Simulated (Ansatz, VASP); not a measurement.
Given: the input of a run of VASP 6.6.1 on HfN.

INCAR

```
  PREC = Accurate
  ENCUT = 520
  EDIFF = 1E-6
  ISMEAR = -1
  SIGMA = 0.05
  LREAL = F
  LASPH = T
  NELM = 100
  ALGO = Normal
  ISIF = 2
  LWAVE = F
  LCHARG = F
  GGA = PS
  NBANDS = 14
```

File KPOINTS:

```
Automatic mesh
0
Gamma
  9 9 9
```

The input POSCAR:

```
HfN
1.0
    0.0000000000      2.4871259940      2.4871259940
    2.4871259940      0.0000000000      2.4871259940
    2.4871259940      2.4871259940      0.0000000000
Hf N
1 1
Direct
    0.0000000000      0.0000000000      0.0000000000
    0.2500000000      0.2500000000      0.2500000000
```

Potentials or basis: VASP PAW PBE potentials, release 64 (Hf_pv, N).

The run is started by

```sh
$ cat potpaw_PBE.64/Hf_pv/POTCAR potpaw_PBE.64/N/POTCAR > POTCAR
$ mpirun -np 1 vasp_std > vasp.out
```

Problem. Set up the same calculation for Ansatz 0.2.0. Potentials there: all-electron LAPW, scalar-relativistic.

Solution. As run (the cutoff follows the program's own potentials):

input.yaml

```yaml
crystal:
  lattice:
    - [0.0, 2.487125994, 2.487125994]
    - [2.487125994, 0.0, 2.487125994]
    - [2.487125994, 2.487125994, 0.0]
  atoms:
    - { symbol: Hf, position: [0.0, 0.0, 0.0] }
    - { symbol: "N", position: [0.25, 0.25, 0.25] }
kpoints:
  mp_grid: { grid: [9, 9, 9] }
scf:
  occupations: { method: fermi_dirac, width: 0.05 }
hamiltonian:
  xc: pbesol
  pseudopotentials: { kind: all_electron, lapw: { basis_error: 0.001 } }
output:
  forces: true
  stress: true
  eigenvalues: true
```

Potentials or basis: all-electron LAPW, scalar-relativistic.

Run with:

```console
$ ansatz run input.yaml --threads 1 --pin off --max-ram 3072MiB --backend cpu --events-out ev --progress --plain --runs-dir out
```

Both were run:

|  | VASP | Ansatz | Ansatz less VASP |
| --- | --- | --- | --- |
| gap on the k mesh at the Fermi level (eV) | none | none | - |
| pressure (GPa) | -12.5 | -11.6 | +0.96 |

A gap of «none» marks a metal or a gap that the smearing closes. Ansatz ran all-electron here, so the differences hold the error of VASP's frozen core and of both bases.

Caveats: the PAW data sets were made with another functional, which shifts forces and pressure a little (VASP). Spin-orbit coupling is left out, which matters for the levels of Hf.
